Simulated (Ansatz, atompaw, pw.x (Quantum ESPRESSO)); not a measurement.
## Equation-of-state test of one PAW (atompaw) potential (nitrogen (N))

nitrogen (N), PAW, made with atompaw 4.2.0.5 (PBE, scalar-relativistic). Core [He], reference 2s2 2p3. Waves: 2s (bound): rc 0.90 bohr; 2s channel at -0.75 Ry: rc 0.90 bohr; 2p (bound): rc 2.70 bohr; 2p channel at 0.65 Ry: rc 2.70 bohr; 3d channel at -0.15 Ry: rc 2.25 bohr; 3d channel at 1.3 Ry: rc 2.70 bohr. Local part: bessel scheme, radius 1.90 bohr. Core correction: smooth core density matched at 1.80 bohr. Augmentation charge: besselshape compensation charge, radius 2.15 bohr; PAW radius 2.70 bohr; waves and projectors: custom polynom vanderbiltortho.

Crystal test: fcc N in pw.x 7.5, no spin, 18³ k-points, Fermi–Dirac smearing 0.01 Ry, cutoffs 85/850 Ry. The reference is all-electron LAPW (Ansatz 0.2.0) with the same functional, mesh and smearing; V0 and B0 come from Birch–Murnaghan fits to the pressures at five volumes. Errors are pseudo minus all-electron; Δ is the rms difference of the E(V) curves that follow from these fits, minima aligned, over ±6 % about the mean V0. Mesh and smearing are coarse, so the numbers serve the comparison and aren't converged zero-temperature values; the lattice is a test structure that the element need not adopt. Spin polarisation is left out.

All-electron: a0 = 3.123 Å (V0 = 7.61 Å³/atom), B0 = 177.0 GPa.

**Question.** How far does the potential miss the all-electron equation of state?

**Answer.** mean pressure error (GPa): +2.40; a0 (Å): 3.135; a0 error (%): +0.40; B0 error (%): +3.3; Δ (meV/atom): 3.8. The largest radius (2.70 bohr) exceeds half the bond length (2.09 bohr), so the spheres overlap, which is one possible source of error among others.

| V (Å³/atom) | P all-electron (GPa) | P pseudo (GPa) |
| --- | --- | --- |
| 7.222 | 10.44 | 13.81 |
| 7.412 | 5.03 | 7.80 |
| 7.602 | 0.28 | 2.55 |
| 7.792 | -3.90 | -1.97 |
| 7.982 | -7.58 | -5.92 |

**Question.** At the middle volume, how do free energy and pressure move when the wave cutoff is lowered (ecutrho held at 850 Ry)?

**Answer.**

```
cutoff (Ry)  shift of F (meV/atom)  shift of P (GPa)
         38                 +501.8            -25.97
         51                 +111.3            -10.72
         68                   +5.6             -1.25
```

The run at the middle volume (195 k-points, 7 iterations) took about 19 s on one core of a shared host (AMD EPYC 9R45 96-Core Processor, 96 threads, 376 GiB, load 50).
